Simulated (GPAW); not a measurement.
Wanted: an ASE script for a GPAW 26.7.0 run.

* Task: equation of state
* Functional: PBE
* Potentials or basis: GPAW PAW data sets (gpaw-data 1.2.1)
* Cutoff: 800 eV
* Basis: pw
* k mesh: 7 × 7 × 7
* Occupations: fermi-dirac, width 0.05 eV
* Spin: no spin polarisation
* Maxiter: 150
* Eos scales: [0.94, 0.96, 0.98, 1.0, 1.02, 1.04, 1.06]

The structure of NaI lies in NaI.xyz:

```xyz
2
Lattice="0.0000000000 3.2364000000 3.2364000000 3.2364000000 0.0000000000 3.2364000000 3.2364000000 3.2364000000 0.0000000000" Properties=species:S:1:pos:R:3 pbc="T T T"
I      3.2364000000      3.2364000000      3.2364000000
Na     0.0000000000      0.0000000000      0.0000000000
```

One way to write it, as run:

run.py

```python
from ase.eos import EquationOfState
from ase.io import Trajectory, read
from ase.units import GPa
from gpaw import GPAW, PW

atoms = read('NaI.xyz')

traj = Trajectory('eos.traj', 'w')
volumes, energies = [], []
for x in [0.94, 0.96, 0.98, 1.0, 1.02, 1.04, 1.06]:
    a = atoms.copy()
    a.set_cell(atoms.cell * x**(1 / 3), scale_atoms=True)
    calc = GPAW(mode=PW(800),
                xc='PBE',
                kpts={'size': (7, 7, 7), 'gamma': True},
                occupations={'name': 'fermi-dirac', 'width': 0.05},
                nbands=15,
                convergence={'density': 1e-05, 'energy': 1e-05},
                maxiter=150,
                txt=f'eos-{x:.2f}.txt')
    a.calc = calc
    energies.append(a.get_potential_energy(force_consistent=True))
    volumes.append(a.get_volume())
    p = -a.get_stress()[:3].mean() / GPa
    calc.write(f'eos-{x:.2f}.gpw')
    traj.write(a)
    print(f'{x:.2f} {volumes[-1]:10.4f} A^3 {energies[-1]:14.6f} eV {p:9.3f} GPa', flush=True)

v0, e0, B = EquationOfState(volumes, energies, eos='birchmurnaghan').fit()
print(f'V0 = {v0:.4f} A^3, E0 = {e0:.6f} eV, B0 = {B / GPa:.2f} GPa')
```

Potentials or basis: GPAW PAW data sets (gpaw-data 1.2.1), pw.

Command:

```bash
$ OMP_NUM_THREADS=1 python run.py
```

Results of the run:

```json
{"Equilibrium volume": "34.84 Å³/atom", "Bulk modulus": "15.0 GPa", "Pressure derivative of the bulk modulus": "4.7"}
```

It took 110 s on 1 thread of Arm Neoverse V1, on a shared host, peak memory 0.27 GiB.
